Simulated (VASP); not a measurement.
# TiC (Fm-3m) in VASP: further runs

The runs below take TiC through relaxation of cell and atoms, with PBE.

Program: VASP 6.6.1. These are calculated values, not measurements. Logs are shortened: lines on timing, memory, paths and dates and some standing lists are left out, and cuts for length are marked.

## 1. The structure

It takes space group Fm-3m (No. 225, cubic). Conventional cell: a = 4.319 Å, b = 4.319 Å, c = 4.319 Å, α = 90.00°, β = 90.00°, γ = 90.00°. Ti (site symmetry m-3m) has 6 C at 2.16 Å as nearest neighbours. C (site symmetry m-3m) is surrounded by 6 Ti at 2.16 Å.

## 2. Relaxation of cell and atoms, PBE

The input, INCAR:

```
SYSTEM = TiC
PREC     = Accurate       ! precision mode
ENCUT    = 520            ! plane-wave cutoff, eV
EDIFF    = 0.05           ! SCF threshold, eV
ISMEAR   = 0              ! smearing method
SIGMA    = 0.1            ! smearing width, eV
LREAL    = .FALSE.        ! projectors in reciprocal space
LASPH    = .TRUE.         ! aspherical terms in the spheres
NELM     = 60             ! most SCF steps
ALGO     = Normal         ! electronic algorithm
ISIF     = 3              ! what is computed and relaxed
LWAVE    = .FALSE.        ! write WAVECAR
LCHARG   = .FALSE.        ! write CHGCAR
GGA      = PE             ! functional
IBRION   = 2              ! ionic algorithm
NSW      = 80             ! ionic steps
EDIFFG   = -0.002         ! ionic threshold
```

The input, KPOINTS:

```
regular mesh
0
G
  16 16 16
  0 0 0
```

The input, POSCAR:

```
TiC
1.0
    0.0000000000      2.1593000000      2.1593000000
    2.1593000000      0.0000000000      2.1593000000
    2.1593000000      2.1593000000      0.0000000000
Ti C
1 1
Direct
    0.0000000000      0.0000000000      0.0000000000
    0.5000000000      0.5000000000      0.5000000000
```

Potentials or basis: VASP PAW PBE potentials, release 64 (Ti_sv, C).

Run with:

```sh
> cat potpaw_PBE.64/Ti_sv/POTCAR potpaw_PBE.64/C/POTCAR > POTCAR
> mpirun -np 1 vasp_std > vasp.out
```

OUTCAR:

```text
SYSTEM = TiC
   PREC = Accurate
   ENCUT = 520
   EDIFF = 0.05
   ISMEAR = 0
   LREAL = .FALSE.
   LASPH = .TRUE.
   NELM = 60
   ISIF = 3
   GGA = PE
   IBRION = 2
   NSW = 80
   EDIFFG = -0.002

 ion  position               nearest neighbor table
   1  0.000  0.000  0.000-   2 2.16   2 2.16   2 2.16   2 2.16   2 2.16   2 2.16
   2  0.500  0.500  0.500-   1 2.16   1 2.16   1 2.16   1 2.16   1 2.16   1 2.16

  LATTYP: Found a face centered cubic cell.
 ALAT       =     4.3186000000

  Lattice vectors:

 A1 = (   0.0000000000,   2.1593000000,   2.1593000000)
 A2 = (   2.1593000000,   0.0000000000,   2.1593000000)
 A3 = (   2.1593000000,   2.1593000000,   0.0000000000)

Analysis of symmetry for initial positions (statically):
=====================================================================
 Subroutine PRICEL returns:
 Original cell was already a primitive cell.

 Routine SETGRP: Setting up the symmetry group for a
 face centered cubic supercell.

 Subroutine GETGRP returns: Found 48 space group operations
 (whereof 48 operations were pure point group operations)
 out of a pool of 48 trial point group operations.

The static configuration has the point symmetry O_h .

Analysis of symmetry for dynamics (positions and initial velocities):
=====================================================================
 Subroutine PRICEL returns:
 Original cell was already a primitive cell.

 Routine SETGRP: Setting up the symmetry group for a
 face centered cubic supercell.

 Subroutine GETGRP returns: Found 48 space group operations
 (whereof 48 operations were pure point group operations)
 out of a pool of 48 trial point group operations.

The dynamic configuration has the point symmetry O_h .

 Subroutine INISYM returns: Found 48 space group operations
 (whereof 48 operations are pure point group operations),
 and found     1 'primitive' translations

----------------------------------------------------------------------------------------

                                     Primitive cell

  volume of cell :      20.1358

  direct lattice vectors                    reciprocal lattice vectors
     0.000000000  2.159300000  2.159300000    -0.231556523  0.231556523  0.231556523
     2.159300000  0.000000000  2.159300000     0.231556523 -0.231556523  0.231556523
     2.159300000  2.159300000  0.000000000     0.231556523  0.231556523 -0.231556523

  length of vectors
     3.053711345  3.053711345  3.053711345     0.401067663  0.401067663  0.401067663

  position of ions in fractional coordinates (direct lattice)
     0.000000000  0.000000000  0.000000000
     0.500000000  0.500000000  0.500000000

  ion indices of the primitive-cell ions
   primitive index   ion index
                 1           1
                 2           2

----------------------------------------------------------------------------------------

 KPOINTS: regular mesh

Automatic generation of k-mesh.
 Grid dimensions read from file:
 generate k-points for:   16   16   16

 Generating k-lattice:

  Cartesian coordinates                     Fractional coordinates (reciprocal lattice)
    -0.014472283  0.014472283  0.014472283     0.062500000  0.000000000  0.000000000
     0.014472283 -0.014472283  0.014472283     0.000000000  0.062500000  0.000000000
     0.014472283  0.014472283 -0.014472283     0.000000000  0.000000000  0.062500000

  Length of vectors
     0.025066729  0.025066729  0.025066729

  Shift w.r.t. Gamma in fractional coordinates (k-lattice)
     0.000000000  0.000000000  0.000000000

 Subroutine IBZKPT returns following result:
 ===========================================

 Found    145 irreducible k-points:

 Following reciprocal coordinates:
            Coordinates               Weight
  0.000000  0.000000  0.000000      1.000000
  0.062500  0.000000  0.000000      8.000000
  0.125000  0.000000  0.000000      8.000000
  0.187500  0.000000  0.000000      8.000000
  0.250000  0.000000  0.000000      8.000000
  0.312500  0.000000  0.000000      8.000000
[... 16 lines left out ...]
 -0.125000  0.062500  0.000000     24.000000
 -0.062500  0.062500  0.000000     12.000000
 [... further k-points ...]
   k-points           NKPTS =    145   k-points in BZ     NKDIM =    145   number of bands    NBANDS=     12
   number of dos      NEDOS =    301   number of ions     NIONS =      2
   total plane-waves  NPLWV =  13824
   dimension x,y,z NGX =    24 NGY =   24 NGZ =   24
   dimension x,y,z NGXF=    48 NGYF=   48 NGZF=   48
   ions per type =               1   1
   NGX,Y,Z   is equivalent  to a cutoff of  13.07, 13.07, 13.07 a.u.
   NGXF,Y,Z  is equivalent  to a cutoff of  26.13, 26.13, 26.13 a.u.
 SYSTEM =  TiC
   PREC   = accura    normal or accurate (medium, high low for compatibility)
   ISTART =      0    job   : 0-new  1-cont  2-samecut
   ICHARG =      2    charge: 1-file 2-atom 10-const
   ISPIN  =      1    spin polarized calculation?
   LNONCOLLINEAR =      F non collinear calculations
   LSORBIT =      F    spin-orbit coupling
   LASPH  =      T    aspherical Exc in radial PAW
   ENCUT  =  520.0 eV  38.22 Ry    6.18 a.u.   5.68  5.68  5.68*2*pi/ulx,y,z
   NELM   =     60;   NELMIN=  2; NELMDL= -5     # of ELM steps
   EDIFF  = 0.5E-01   stopping-criterion for ELM
   LREAL  =      F    real-space projection
   EDIFFG = -.2E-02   stopping-criterion for IOM
   NSW    =     80    number of steps for IOM
   IBRION =      2    ionic relax: 0-MD 1-quasi-New 2-CG
   NFREE  =      1    steps in history (QN), initial steepest desc. (CG)
   ISIF   =      3    stress and relaxation
   ISYM   =      2    0-nonsym 1-usesym 2-fastsym
   POTIM  = 0.5000    time-step for ionic-motion
   TEBEG  =    0.0;   TEEND  =   0.0 temperature during run
   PSTRESS=    0.0 pullay stress
   NELECT =      16.0000    total number of electrons
   NUPDOWN=      -1.0000    fix difference up-down
   EMIN   =  10.00;   EMAX   =-10.00  energy-range for DOS
   EFERMI =   0.00;   METHOD = LEGACY
   ISMEAR =     0;   SIGMA  =   0.10  broadening in eV -4-tet -1-fermi 0-gaus
   EFERMI_NEDOS =   21; number of points for ismear=-14 and -15
   IALGO  =     38    algorithm
   IMIX   =      4    mixing-type and parameters
     AMIX     =   0.40;   BMIX     =  1.00
     AMIX_MAG =   1.60;   BMIX_MAG =  1.00
  volume/ion in A,a.u.               =      10.07        67.94
  Fermi-wavevector in a.u.,A,eV,Ry     =   1.516323  2.865436 31.283015  2.299237
  Thomas-Fermi vector in A             =   2.625728
   LORBIT       =      0    0 simple, 1 ext, 2 COOP (PROOUT), +10 PAW based schemes
   GGA     = PE    functional components
   LHFCALC =     F    Hartree Fock is set to
   AEXX    =    0.0000 exact exchange contribution
   IVDW    =     0    specifies the selected vdW correction
   LEPSILON=     F    determine dielectric tensor
   LRPA    =     F    only Hartree local field effects (RPA)
 conjugate gradient relaxation of ions
 non-spin polarized calculation
 Gauss-broadening in eV      SIGMA  =   0.10
  energy-cutoff  :      520.00
  volume of cell :       20.14
 maximum number of plane-waves:       560
   NGX = 11   NGY = 11   NGZ = 11

--------------------------------------- Ionic step        1  -------------------------------------------

 number of electron      16.0000002 magnetization

 Free energy of the ion-electron system (eV)
  ---------------------------------------------------
  ext. energy  EPLUGINS =         0.00000000
  ---------------------------------------------------
  free energy    TOTEN  =       -18.71082817 eV

  energy without entropy =      -18.70879817  energy(sigma->0) =      -18.70981317

------------------------ aborting loop because EDIFF is reached ----------------------------------------

  FORCE on cell =-STRESS in cart. coord.  units (eV):
  Direction    XX          YY          ZZ          XY          YZ          ZX
  --------------------------------------------------------------------------------------
  -------------------------------------------------------------------------------------
  Total       -2.9376456     -2.9376456     -2.9376456      0.0000000      0.0000000      0.0000000
  in kB     -233.7442988   -233.7442988   -233.7442988      0.0000000      0.0000000      0.0000000
  external PRESSURE =    -233.7442988 kB  Pullay stress =       0.0000000 kB
[... 23 lines left out ...]
--------------------------------------- Ionic step        2  -------------------------------------------

 number of electron      15.9999999 magnetization

 E-fermi :  12.3540     XC(G=0): -13.9350

 val. band max:       12.3487099802   @ k =   0.3750   0.3125   0.0000
 cond. band min:      12.4184568885   @ k =   0.2500   0.1875   0.0000
 fundamental gap:      0.0697469083
 Fermi energy:        12.3539790559

 k-point     1 :       0.0000    0.0000    0.0000
  band No.  band energies     occupation
      1     -43.6038      2.00000
      2     -19.4447      2.00000
      3     -19.4447      2.00000
      4     -19.4447      2.00000
      5      -1.0000      2.00000
      6      13.0683      0.00000
      7      13.0683      0.00000
      8      13.0683      0.00000
      9      14.3484      0.00000
     10      14.3484      0.00000
     11      14.3484      0.00000
     12      14.5573      0.00000
[... 331 lines left out ...]
 k-point    24 :      -0.0625    0.0625    0.0000
  band No.  band energies     occupation
      1     -43.5842      2.00000
      2     -19.5539      2.00000
      3     -19.4735      2.00000
      4     -19.4458      2.00000
      5      -0.6868      2.00000
      6      12.0244      2.00000
      7      12.1758      1.98826
      8      12.2360      1.90476
      9      13.2188      0.00000
     10      14.0463      0.00000
     11      15.0949      0.00000
     12      15.9696      0.00000

 [... further k-points ...]

------------------------ aborting loop because EDIFF is reached ----------------------------------------

  FORCE on cell =-STRESS in cart. coord.  units (eV):
  Direction    XX          YY          ZZ          XY          YZ          ZX
  --------------------------------------------------------------------------------------
  -------------------------------------------------------------------------------------
  Total        8.7153416      8.7153416      8.7153416     -0.0000000      0.0000000     -0.0000000
  in kB      864.5347362    864.5347362    864.5347362     -0.0000000      0.0000000     -0.0000000
  external PRESSURE =     864.5347362 kB  Pullay stress =       0.0000000 kB
[... 53 lines left out ...]
  FREE ENERGIE OF THE ION-ELECTRON SYSTEM (eV)
  ---------------------------------------------------
  free  energy   TOTEN  =       -18.6712511826 eV

  energy  without entropy=      -18.6692384394  energy(sigma->0) =      -18.67024481

[... ionic steps 4 to 40 ...]

--------------------------------------- Ionic step       41  -------------------------------------------

 number of electron      16.0000000 magnetization

------------------------ aborting loop because EDIFF is reached ----------------------------------------
[... 67 lines left out ...]
--------------------------------------- Ionic step       43  -------------------------------------------

 number of electron      16.0000000 magnetization

 Free energy of the ion-electron system (eV)
  ---------------------------------------------------
  ext. energy  EPLUGINS =         0.00000000
  ---------------------------------------------------
  free energy    TOTEN  =       -18.70943733 eV

  energy without entropy =      -18.70739905  energy(sigma->0) =      -18.70841819

 E-fermi :   9.3825     XC(G=0): -12.6873

 val. band max:        9.3641367757   @ k =  -0.0625   0.0625   0.0000
 cond. band min:       9.3851549649   @ k =   0.1250   0.1250   0.0000
 fundamental gap:      0.0210181892
 Fermi energy:         9.3825164937

 k-point     1 :       0.0000    0.0000    0.0000
  band No.  band energies     occupation
      1     -47.2069      2.00000
      2     -23.2319      2.00000
      3     -23.2319      2.00000
      4     -23.2319      2.00000
      5      -2.9993      2.00000
      6      10.0810      0.00000
      7      10.0810      0.00000
      8      10.0810      0.00000
      9      11.0627      0.00000
     10      11.0627      0.00000
     11      11.0627      0.00000
     12      11.0966      0.00000
[... 331 lines left out ...]
 k-point    24 :      -0.0625    0.0625    0.0000
  band No.  band energies     occupation
      1     -47.1997      2.00000
      2     -23.2782      2.00000
      3     -23.2448      2.00000
      4     -23.2331      2.00000
      5      -2.7667      2.00000
      6       9.1712      1.99720
      7       9.3567      1.28522
      8       9.3641      1.20508
      9      10.1913      0.00000
     10      10.7642      0.00000
     11      11.6508      0.00000
     12      12.2051      0.00000

 [... further k-points ...]

------------------------ aborting loop because EDIFF is reached ----------------------------------------

  FORCE on cell =-STRESS in cart. coord.  units (eV):
  Direction    XX          YY          ZZ          XY          YZ          ZX
  --------------------------------------------------------------------------------------
  -------------------------------------------------------------------------------------
  Total       -0.0018887     -0.0018887     -0.0018887      0.0000000      0.0000000      0.0000000
  in kB       -0.1486463     -0.1486463     -0.1486463      0.0000000      0.0000000      0.0000000
  external PRESSURE =      -0.1486463 kB  Pullay stress =       0.0000000 kB
[... 17 lines left out ...]
  FREE ENERGIE OF THE ION-ELECTRON SYSTEM (eV)
  ---------------------------------------------------
  free  energy   TOTEN  =       -18.7094373283 eV

  energy  without entropy=      -18.7073990473  energy(sigma->0) =      -18.70841819

 reached required accuracy - stopping structural energy minimisation
```

Run time: 2.4 min. Hardware: 1 thread of Intel Xeon Platinum 8488C (Sapphire Rapids), shared host; peak memory 0.17 GiB.

Results:

```
Free energy                            : -18.7094 eV
Relaxed volume                         : 10.18 Å³/atom
Relaxed cell                           : a = 3.065 Å, b = 3.065 Å, c = 3.065 Å, α = 60.00°, β = 60.00°, γ = 60.00°
Space group after relaxing (to 0.05 Å) : Fm-3m (No. 225)
Energy gained by relaxing              : -0.7 meV/atom
Ionic steps                            : 43
Pressure after relaxing                : 0.0 GPa
Band gap on the k mesh                 : none (metal or under the smearing width)
```

Step by step:
```tsv
step	energy change (eV)	largest force (eV/Å)	pressure (GPa)	volume (Å³)
1	0.0000	0.0000	-23.37	20.14
3	0.0396	0.0000	21.32	19.53
5	0.0102	0.0000	8.58	19.98
7	0.0055	0.0000	6.48	20.10
9	0.0038	0.0000	4.79	20.13
11	0.0033	0.0000	3.25	20.13
13	0.0033	0.0000	2.77	20.14
15	0.0033	0.0000	2.78	20.14
17	0.0033	0.0000	2.77	20.14
19	0.0033	0.0000	2.76	20.14
21	0.0920	0.0000	-5.34	21.80
23	0.0112	0.0000	-18.04	20.74
25	0.0048	0.0000	-6.03	20.58
27	0.0032	0.0000	-4.22	20.55
29	0.0012	0.0000	-4.61	20.38
31	0.0016	0.0000	-1.01	20.32
33	0.0015	0.0000	-0.05	20.31
35	0.0014	0.0000	0.17	20.32
37	0.0013	0.0000	-0.39	20.37
39	0.0014	0.0000	-0.32	20.36
41	0.0014	0.0000	-0.09	20.36
43	0.0014	0.0000	-0.01	20.36
```

Final structure:
```cif
data_structure
_symmetry_space_group_name_H-M 'P 1'
_symmetry_Int_Tables_number 1
_cell_length_a 3.0649
_cell_length_b 3.0649
_cell_length_c 3.0649
_cell_angle_alpha 60.000
_cell_angle_beta 60.000
_cell_angle_gamma 60.000
_cell_volume 20.36
loop_
_atom_site_label
_atom_site_type_symbol
_atom_site_fract_x
_atom_site_fract_y
_atom_site_fract_z
_atom_site_occupancy
Ti1 Ti 0.00000 0.00000 0.00000 1
C1 C 0.50000 0.50000 0.50000 1
```

Levels at points of the mesh, in eV from the Fermi level:
| k point | band 6 | band 7 | band 8 | band 9 | band 10 | band 11 |
| --- | --- | --- | --- | --- | --- | --- |
| (0.00, 0.00, 0.00) | 0.70 | 0.70 | 0.70 | 1.68 | 1.68 | 1.68 |
| (0.50, 0.00, 0.00) | -5.82 | -2.88 | -2.88 | 2.91 | 2.91 | 4.09 |
| (0.50, 0.50, 0.00) | -3.42 | -1.60 | -0.03 | -0.03 | 2.70 | 3.51 |

PBE usually gives volumes a little too large and moduli too small. Zero-point motion and thermal expansion aren't in these numbers.

## 3. Relaxation of cell and atoms, PBE

This run uses another cell than the first one, of 10.18 Å³/atom, 1.011 times its volume.

INCAR is that of step 2.

KPOINTS is that of step 2.

The input, POSCAR:

```
TiC                                     
1.0
    0.0000000000      2.1671960160      2.1671960160
    2.1671960160      0.0000000000      2.1671960160
    2.1671960160      2.1671960160     -0.0000000000
  Ti              C             
     1     1
Direct
     0.0000000000000000    0.0000000000000000    0.0000000000000000
     0.5000000000000000    0.5000000000000000    0.5000000000000000
```

Potentials or basis: VASP PAW PBE potentials, release 64 (Ti_sv, C).

Run with:

```sh
> cat potpaw_PBE.64/Ti_sv/POTCAR potpaw_PBE.64/C/POTCAR > POTCAR
> mpirun -np 1 vasp_std > vasp.out
```

Run time: 70 s. Hardware: 1 thread of Intel Xeon Platinum 8488C (Sapphire Rapids), shared host; peak memory 0.17 GiB.

Results (log left out):

- Free energy: -18.7096 eV
- Energy gained by relaxing: -3.5 meV/atom
- Ionic steps: 16
- Pressure after relaxing: 0.0 GPa
- Band gap on the k mesh: none (metal or under the smearing width)

The path:
| step | energy change (eV) | largest force (eV/Å) | pressure (GPa) | volume (Å³) |
| --- | --- | --- | --- | --- |
| 1 | 0.0000 | 0.0000 | -28.73 | 20.36 |
| 2 | 1.4554 | 0.0000 | 110.90 | 15.44 |
| 3 | 0.0347 | 0.0000 | 24.76 | 19.57 |
| 4 | 0.0129 | 0.0000 | 10.35 | 19.92 |
| 5 | 0.0096 | 0.0000 | 4.38 | 20.12 |
| 6 | 0.0101 | 0.0000 | 4.61 | 20.24 |
| 7 | 0.0091 | 0.0000 | 3.79 | 20.30 |
| 8 | 0.0080 | 0.0000 | 2.94 | 20.33 |
| 9 | 0.0075 | 0.0000 | 2.19 | 20.34 |
| 10 | 0.0072 | 0.0000 | 1.62 | 20.35 |
| 11 | 0.0071 | 0.0000 | 1.14 | 20.35 |
| 12 | 0.0070 | 0.0000 | 0.72 | 20.36 |
| 13 | 0.0070 | 0.0000 | 0.60 | 20.36 |
| 14 | 0.0070 | 0.0000 | 0.06 | 20.36 |
| 15 | 0.0070 | 0.0000 | 0.04 | 20.36 |
| 16 | 0.0070 | 0.0000 | -0.03 | 20.36 |

Final structure:
```
Ti C
1.0
     0.00000    2.16718    2.16718
     2.16718    0.00000    2.16718
     2.16718    2.16718    0.00000
Ti C
1 1
Direct
  0.00000 0.00000 0.00000
  0.50000 0.50000 0.50000
```

Levels at points of the mesh, in eV from the Fermi level:
| k point | band 6 | band 7 | band 8 | band 9 | band 10 | band 11 |
| --- | --- | --- | --- | --- | --- | --- |
| (0.00, 0.00, 0.00) | 0.70 | 0.70 | 0.70 | 1.68 | 1.68 | 1.68 |
| (0.50, 0.00, 0.00) | -5.82 | -2.88 | -2.88 | 2.91 | 2.91 | 4.09 |
| (0.50, 0.50, 0.00) | -3.42 | -1.60 | -0.03 | -0.03 | 2.70 | 3.51 |
